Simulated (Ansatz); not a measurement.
MoS2, a slab with vacuum:

```xyz
3
Lattice="3.1841 0.0000 0.0000 -1.5921 2.7575 0.0000 0.0000 0.0000 17.3346" Properties=species:S:1:pos:R:3 pbc="T T T"
Mo    0.0000    0.0000    0.0000
S     0.0000    1.8384   15.7833
S     0.0000    1.8384    1.5513
```

Base run:

```yaml
Program: Ansatz 0.2.0
Functional: PBEsol
Potentials_or_basis: all-electron LAPW, scalar-relativistic
Cutoff: 241 eV (chosen from the basis error)
Basis_error_allowed: 0.002 eV/atom
k_mesh: 10 × 10 × 2
Occupations: fermi-dirac, width 0.05 eV
Spin: no spin polarisation
Hubbard_terms: Mo d U = 4 eV
```

Its results: band gap on the k mesh 1.67 eV, indirect (least direct gap 1.75 eV); largest force 0.162 eV/Å.

Question: The run is repeated on the same cell with these changes: hubbard terms from Mo d U = 4 eV to Mo d U = 8 eV. What comes out?

Answer: Band gap on the k mesh 1.04 eV, direct; largest force 0.229 eV/Å.

Caveats: U is the effective U less J, on atomic orbitals that reach past the spheres.

A k mesh can miss the band edges.
